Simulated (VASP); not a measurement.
# TaN (Fm-3m) in VASP: elastic constants with PBE

Aim: the elastic constants of TaN with PBE.

Everything below comes from runs of VASP 6.6.1. Logs are shortened: lines on timing, memory, paths and dates and some standing lists are left out, and cuts for length are marked.

## (1) The crystal as given

Symmetry: Fm-3m, No. 225, cubic system. Conventional cell: a = 4.423 Å, b = 4.423 Å, c = 4.423 Å, α = 90.00°, β = 90.00°, γ = 90.00°. Ta (site symmetry m-3m) has 6 N at 2.21 Å as nearest neighbours. N (site symmetry m-3m) has 6 Ta at 2.21 Å as nearest neighbours.

The cell comes from a database or a generator and needn't be the stable form of this composition.

## (2) Elastic constants, PBE

Input file POSCAR:

```
TaN
1.0
    0.0000000000      2.2113230000      2.2113230000
    2.2113230000      0.0000000000      2.2113230000
    2.2113230000      2.2113230000      0.0000000000
Ta N
1 1
Direct
    0.5000000000      0.5000000000      0.5000000000
    0.0000000000      0.0000000000      0.0000000000
```

Input file INCAR.step1:

```
  ALGO = Normal
  EDIFF = 1E-8
  EDIFFG = -0.002
  ENCUT = 600
  GGA = PE
  IBRION = 2
  ISIF = 3
  ISMEAR = 0
  LASPH = T
  LCHARG = F
  LREAL = F
  LWAVE = F
  NELM = 60
  NSW = 40
  PREC = Accurate
  SIGMA = 0.1
```

Input file INCAR.step2:

```
  ALGO = Normal
  EDIFF = 1E-8
  ENCUT = 600
  GGA = PE
  IBRION = 6
  ISIF = 3
  ISMEAR = 0
  LASPH = T
  LCHARG = F
  LREAL = F
  LWAVE = F
  NELM = 60
  NFREE = 2
  NSW = 1
  POTIM = 0.015
  PREC = Accurate
  SIGMA = 0.1
```

Input file KPOINTS:

```
k-points
0
Gamma
  16 16 16
```

Potentials or basis: VASP PAW PBE potentials, release 64 (Ta_pv, N).

The run is started by

```sh
> cat potpaw_PBE.64/Ta_pv/POTCAR potpaw_PBE.64/N/POTCAR > POTCAR
> cp INCAR.step1 INCAR
> mpirun -np 1 vasp_std > vasp.out
> cp CONTCAR POSCAR
> cp INCAR.step2 INCAR
> mpirun -np 1 vasp_std > vasp.out
```

OUTCAR:

```text
EDIFF = 1E-8
   ENCUT = 600
   GGA = PE
   IBRION = 6
   ISIF = 3
   ISMEAR = 0
   LASPH = T
   LREAL = F
   NELM = 60
   NFREE = 2
   NSW = 1
   POTIM = 0.015
   PREC = Accurate

 ion  position               nearest neighbor table
   1  0.500  0.500  0.500-   2 2.21   2 2.21   2 2.21   2 2.21   2 2.21   2 2.21
   2  0.000  0.000  0.000-   1 2.21   1 2.21   1 2.21   1 2.21   1 2.21   1 2.21

  LATTYP: Found a face centered cubic cell.
 ALAT       =     4.4202268114

  Lattice vectors:

 A1 = (   0.0000000000,   2.2101134057,   2.2101134057)
 A2 = (   2.2101134057,   0.0000000000,   2.2101134057)
 A3 = (   2.2101134057,   2.2101134057,   0.0000000000)

Analysis of symmetry for initial positions (statically):
=====================================================================
 Subroutine PRICEL returns:
 Original cell was already a primitive cell.

 Routine SETGRP: Setting up the symmetry group for a
 face centered cubic supercell.

 Subroutine GETGRP returns: Found 48 space group operations
 (whereof 48 operations were pure point group operations)
 out of a pool of 48 trial point group operations.

The static configuration has the point symmetry O_h .

Analysis of symmetry for dynamics (positions and initial velocities):
=====================================================================
 Subroutine PRICEL returns:
 Original cell was already a primitive cell.

 Routine SETGRP: Setting up the symmetry group for a
 face centered cubic supercell.

 Subroutine GETGRP returns: Found 48 space group operations
 (whereof 48 operations were pure point group operations)
 out of a pool of 48 trial point group operations.

The dynamic configuration has the point symmetry O_h .

 Subroutine INISYM returns: Found 48 space group operations
 (whereof 48 operations are pure point group operations),
 and found     1 'primitive' translations

[... 694 lines left out ...]
      3     -26.4344      2.00000
      4      -9.1242      2.00000
      5       4.3886      2.00000
      6       4.7254      2.00000
      7       5.0550      2.00000
      8       7.4763      2.00000
      9       7.7001      2.00000
     10       7.9957      2.00000
     11       9.8328      0.00000
     12      10.6899      0.00000

 [... further k-points ...]

------------------------ aborting loop because EDIFF is reached ----------------------------------------

  FORCE on cell =-STRESS in cart. coord.  units (eV):
  Direction    XX          YY          ZZ          XY          YZ          ZX
  --------------------------------------------------------------------------------------
  -------------------------------------------------------------------------------------
  Total        0.0155703      0.0018468      0.0018468     -0.0000000     -0.0000000      0.0000000
  in kB        1.1554016      0.1370441      0.1370441     -0.0000000     -0.0000000      0.0000000
  external PRESSURE =       0.4764966 kB  Pullay stress =       0.0000000 kB
[... 17 lines left out ...]
  FREE ENERGIE OF THE ION-ELECTRON SYSTEM (eV)
  ---------------------------------------------------
  free  energy   TOTEN  =       -21.8280458456 eV

  energy  without entropy=      -21.8222652920  energy(sigma->0) =      -21.82515557

 INTERNAL STRAIN TENSORS FROM STRAINED CELLS
 ============================================

 INTERNAL STRAIN TENSOR FOR ION    1 for displacements in x,y,z  (eV/Angst):
          X           Y           Z          XY          YZ          ZX
  --------------------------------------------------------------------------------
  x    -0.00000    -0.00000     0.00000     0.00000     0.00000    -0.00000
  y     0.00000     0.00000     0.00000    -0.00000     0.00000    -0.00000
  z     0.00000     0.00000    -0.00000    -0.00000    -0.00000     0.00000

 INTERNAL STRAIN TENSORS FROM DISPLACED ATOMS
 ============================================

 INTERNAL STRAIN TENSOR FOR ION    1 for displacements in x,y,z  (eV/Angst):
          X           Y           Z          XY          YZ          ZX
  --------------------------------------------------------------------------------
  x     0.00000     0.00000     0.00000     0.00000     0.00000     0.00000
  y     0.00000     0.00000     0.00000     0.00000     0.00000     0.00000
  z     0.00000     0.00000     0.00000     0.00000     0.00000     0.00000

 INTERNAL STRAIN TENSOR FOR ION    2 for displacements in x,y,z  (eV/Angst):
          X           Y           Z          XY          YZ          ZX
  --------------------------------------------------------------------------------
  x     0.00000     0.00000     0.00000     0.00000     0.00000     0.00000
  y     0.00000     0.00000     0.00000     0.00000     0.00000     0.00000
  z     0.00000     0.00000     0.00000     0.00000     0.00000     0.00000

 Eigenvectors and eigenvalues of the dynamical matrix
 ----------------------------------------------------

   1 f  =   11.278380 THz    70.864151 2PiTHz  376.206261 cm-1    46.643611 meV
             X         Y         Z           dx          dy          dz
      2.210113  2.210113  2.210113     0.000000   -0.268021    0.000000
      0.000000  0.000000  0.000000     0.000000    0.963413    0.000000
[... 21 lines left out ...]
   6 f/i=    0.000365 THz     0.002292 2PiTHz    0.012165 cm-1     0.001508 meV
             X         Y         Z           dx          dy          dz
      2.210113  2.210113  2.210113    -0.952755   -0.040341    0.137098
      0.000000  0.000000  0.000000    -0.265056   -0.011223    0.038141

--------------------------------------------------------------------------------------------------------

 ELASTIC MODULI CONTR FROM IONIC RELAXATION (kBar)
 Direction    XX          YY          ZZ          XY          YZ          ZX
 --------------------------------------------------------------------------------
 XX           0.0000      0.0000      0.0000      0.0000      0.0000      0.0000
 YY           0.0000      0.0000      0.0000      0.0000      0.0000      0.0000
 ZZ           0.0000      0.0000      0.0000      0.0000      0.0000      0.0000
 XY           0.0000      0.0000      0.0000      0.0000      0.0000      0.0000
 YZ           0.0000      0.0000      0.0000      0.0000      0.0000      0.0000
 ZX           0.0000      0.0000      0.0000      0.0000      0.0000      0.0000
 --------------------------------------------------------------------------------

 TOTAL ELASTIC MODULI (kBar)
 Direction    XX          YY          ZZ          XY          YZ          ZX
 --------------------------------------------------------------------------------
 XX        6672.8535   1624.4951   1624.4951     -0.0000     -0.0000      0.0000
 YY        1624.4951   6672.8535   1624.4951     -0.0000     -0.0000      0.0000
 ZZ        1624.4951   1624.4951   6672.8535     -0.0000     -0.0000      0.0000
 XY          -0.0000     -0.0000     -0.0000    405.5718      0.0000      0.0000
 YZ          -0.0000     -0.0000     -0.0000      0.0000    405.5718      0.0000
 ZX           0.0000      0.0000      0.0000      0.0000      0.0000    405.5718
 --------------------------------------------------------------------------------
```

OSZICAR.step1:

```text
N       E                     dE             d eps       ncg     rms          rms(c)
DAV:   1     0.950704802832E+02    0.95070E+02   -0.10048E+04  3480   0.157E+03
DAV:   2    -0.204937508952E+02   -0.11556E+03   -0.10933E+03  3908   0.360E+02
DAV:   3    -0.247989857077E+02   -0.43052E+01   -0.41599E+01  4500   0.643E+01
DAV:   4    -0.248623790821E+02   -0.63393E-01   -0.59823E-01  3816   0.696E+00
[... 26 lines left out ...]
DAV:   4    -0.218288651038E+02   -0.21652E-06   -0.54033E-06  4200   0.277E-02    0.113E-02
DAV:   5    -0.218288642032E+02    0.90066E-06   -0.13038E-06  4416   0.116E-02    0.209E-03
DAV:   6    -0.218288640672E+02    0.13599E-06   -0.54799E-08  3988   0.266E-03    0.840E-04
DAV:   7    -0.218288641210E+02   -0.53805E-07   -0.95977E-09  1868   0.952E-04    0.241E-04
DAV:   8    -0.218288641239E+02   -0.29199E-08   -0.10920E-09  1748   0.521E-04
   3 F= -.21828864E+02 E0= -.21825965E+02  d E =-.593730E-04
```

Run time: 18 min. Hardware: 1 thread of Intel Xeon 6975P-C (Granite Rapids), shared host; peak memory 0.72 GiB.

Results:

```yaml
Relaxed_volume: 10.80 Å³/atom
Relaxed_cell: a = 3.126 Å, b = 3.126 Å, c = 3.126 Å, α = 60.00°, β = 60.00°, γ = 60.00°
Space_group_after_relaxing_to_0.05_Å: Fm-3m (No. 225)
Elastic_constants_C11_C12_C44: 667, 162, 41 GPa
Voigt_bulk_modulus: 331 GPa
Highest_phonon_frequency_at_Γ_LO-TO_splitting_left_out: 376 cm⁻¹
```

Final structure:
```cif
data_structure
_symmetry_space_group_name_H-M 'P 1'
_symmetry_Int_Tables_number 1
_cell_length_a 3.1256
_cell_length_b 3.1256
_cell_length_c 3.1256
_cell_angle_alpha 60.000
_cell_angle_beta 60.000
_cell_angle_gamma 60.000
_cell_volume 21.59
loop_
_atom_site_label
_atom_site_type_symbol
_atom_site_fract_x
_atom_site_fract_y
_atom_site_fract_z
_atom_site_occupancy
Ta1 Ta 0.50000 0.50000 0.50000 1
N1 N 0.00000 0.00000 0.00000 1
```

Phonon frequencies in cm⁻¹ (negative: imaginary):
| q point | frequencies |
| --- | --- |
| (0.000, 0.000, 0.000) | 0 0 0 376 376 376 |

Elastic tensor in Voigt notation (GPa, in the Cartesian axes of the cell as first typed):
```
667 162 162   0   0   0
162 667 162   0   0   0
162 162 667   0   0   0
  0   0   0  41   0   0
  0   0   0   0  41   0
  0   0   0   0   0  41
```

Clamped-ion elastic tensor (GPa):
```
667 162 162   0   0   0
162 667 162   0   0   0
162 162 667   0   0   0
  0   0   0  41   0   0
  0   0   0   0  41   0
  0   0   0   0   0  41
```

Spin-orbit coupling is left out, which matters for the levels of Ta.
